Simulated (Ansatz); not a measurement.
# SiC: the cost of one run

Program: Ansatz 0.2.0. Level of theory: DFT PBE, scalar-relativistic, plane waves, PAW. These are calculated values, not measurements.

### Step 1. The starting structure

It takes space group Ibam (No. 72, orthorhombic). The conventional cell has a = 6.217 Å, b = 7.234 Å, c = 5.066 Å, α = 90.00°, β = 90.00°, γ = 90.00°. Si (site symmetry m) has 4 C at 1.81 to 1.89 Å as nearest neighbours. Si (site symmetry 222) is surrounded by 4 C at 1.81 Å. Around C (site symmetry m) lie 4 Si at 1.81 to 1.89 Å. C (site symmetry 222) has 4 Si at 1.81 Å as nearest neighbours.

As a file:

```cif
data_structure
_symmetry_space_group_name_H-M 'P 1'
_symmetry_Int_Tables_number 1
_cell_length_a 5.4003
_cell_length_b 5.4003
_cell_length_c 5.4003
_cell_angle_alpha 109.716
_cell_angle_beta 95.896
_cell_angle_gamma 124.050
_cell_volume 113.93
loop_
_atom_site_label
_atom_site_type_symbol
_atom_site_fract_x
_atom_site_fract_y
_atom_site_fract_z
_atom_site_occupancy
Si1 Si 0.34491 0.39600 0.74091 1
Si2 Si 0.15509 0.89600 0.05110 1
Si3 Si 0.84491 0.10400 0.94890 1
Si4 Si 0.65509 0.60400 0.25909 1
Si5 Si 0.75000 0.25000 0.50000 1
Si6 Si 0.25000 0.75000 0.50000 1
C1 C 0.34491 0.10400 0.44890 1
C2 C 0.15509 0.60400 0.75909 1
C3 C 0.25000 0.25000 0.00000 1
C4 C 0.75000 0.75000 0.00000 1
C5 C 0.84491 0.39600 0.24091 1
C6 C 0.65509 0.89600 0.55110 1
```

A structure generator made this guess: 4-connected net, two elements alternating (Ibam, No. 72). Lengths come from tabulated atomic sizes and are only a guess.

### Step 2. Probe: one point on a coarse mesh

Contents of input.yaml:

```yaml
crystal:
  lattice:
    - [-3.10840268, 3.61713178, 2.53316759]
    - [3.10840268, -3.61713178, 2.53316759]
    - [3.10840268, 3.61713178, -2.53316759]
  atoms:
    - { symbol: Si, position: [0.34490753, 0.39600259, 0.74091012] }
    - { symbol: Si, position: [0.15509247, 0.89600259, 0.05109506] }
    - { symbol: Si, position: [0.84490753, 0.10399741, 0.94890494] }
    - { symbol: Si, position: [0.65509247, 0.60399741, 0.25908988] }
    - { symbol: Si, position: [0.75, 0.25, 0.5] }
    - { symbol: Si, position: [0.25, 0.75, 0.5] }
    - { symbol: C, position: [0.34490753, 0.10399741, 0.44890494] }
    - { symbol: C, position: [0.15509247, 0.60399741, 0.75908988] }
    - { symbol: C, position: [0.25, 0.25, 0.0] }
    - { symbol: C, position: [0.75, 0.75, 0.0] }
    - { symbol: C, position: [0.84490753, 0.39600259, 0.24091012] }
    - { symbol: C, position: [0.65509247, 0.89600259, 0.55109506] }
basis:
  ecutwfc: 420
kpoints:
  mp_grid: { grid: [4, 4, 4] }
hamiltonian:
  xc: pbe
scf:
  occupations: { method: gaussian, width: 0.1 }
  lower_state_search: "off"
output:
  forces: true
  stress: true
  eigenvalues: true
```

Run with:

```console
> ansatz run input.yaml --threads 1 --pin off --max-ram 2560MiB --backend cpu --events-out ev --progress --plain --runs-dir out
```

**Question.** How long does this run take on 1 thread of Intel Xeon Platinum 8259CL at 2.50GHz (Skylake/Cascade Lake), shared host, and how much memory does it need?

About 4.8 s, with a peak of 0.44 GiB.
